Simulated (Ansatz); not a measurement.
Set up this calculation in Ansatz 0.2.0, as the native input.

* Task: relaxation of cell and atoms
* Functional: PBEsol
* Potentials or basis: Ansatz PAW
* Cutoff: 420 eV (not typed: the program's choice for these potentials)
* k mesh: 12 × 12 × 7
* Occupations: fermi-dirac, width 0.05 eV
* Spin: collinear spin, ferromagnetic start
* Starting moments: [2.0, 2.0] μB
* Target pressure: 20 GPa
* Target pressure (GPa): 20

Co:

```
Co
1.0
     2.47200    0.00000    0.00000
    -1.23600    2.14081    0.00000
     0.00000    0.00000    4.02114
Co
2
Direct
  0.66667 0.33333 0.75000
  0.33333 0.66667 0.25000
```

The input as run:

input.yaml

```yaml
crystal:
  lattice:
    - [2.4719999032, 0.0, 0.0]
    - [-1.2359999516, 2.1408147143, 0.0]
    - [0.0, 0.0, 4.02114408]
  atoms:
    - { symbol: Co, position: [0.6666666667, 0.3333333333, 0.75], spin: 2.0 }
    - { symbol: Co, position: [0.3333333333, 0.6666666667, 0.25], spin: 2.0 }
hamiltonian:
  xc: pbesol
  pseudopotentials: { kind: paw }
magnetization:
  spin_polarized: true
kpoints:
  mp_grid: { grid: [12, 12, 7] }
scf:
  occupations: { method: fermi_dirac, width: 0.05 }
output:
  forces: true
  stress: true
  eigenvalues: true
relax:
  f_tol: 0.01
  max_steps: 40
  cell: { stress_tol: 0.05, p_target: 20.0 }
```

Potentials or basis: Ansatz PAW.

Run with:

```bash
$ ansatz run input.yaml --threads 2 --pin off --max-ram 5632MiB --backend cpu --events-out ev --progress --plain --runs-dir out
```

Results of the run:

```yaml
Relaxed_volume: 9.66 Å³/atom
Relaxed_cell: a = 2.400 Å, b = 2.400 Å, c = 3.876 Å, α = 90.00°, β = 90.00°, γ = 120.00°
Space_group_after_relaxing_to_0.05_Å: P6_3/mmc (No. 194)
Energy_change_on_relaxing_the_enthalpy_is_what_falls: +34.8 meV/atom
Ionic_steps: 8
Pressure_after_relaxing: 20.0 GPa
Band_gap_on_the_k_mesh: none (metal or under the smearing width)
Net_moment: 2.99 μB per cell
Absolute_moment: 3.23 μB per cell
Site_moments: Co +1.55 μB
```

Caveat: the plane-wave basis is chosen anew once the cell has moved, so the energies of steps on either side of that aren't comparable; the PAW data sets come from PBE, with cores solved anew for the run's functional, which leaves a small shift of forces and pressure.

It took 21 s on 2 threads of Arm Neoverse V2, on a shared host, peak memory 0.32 GiB.
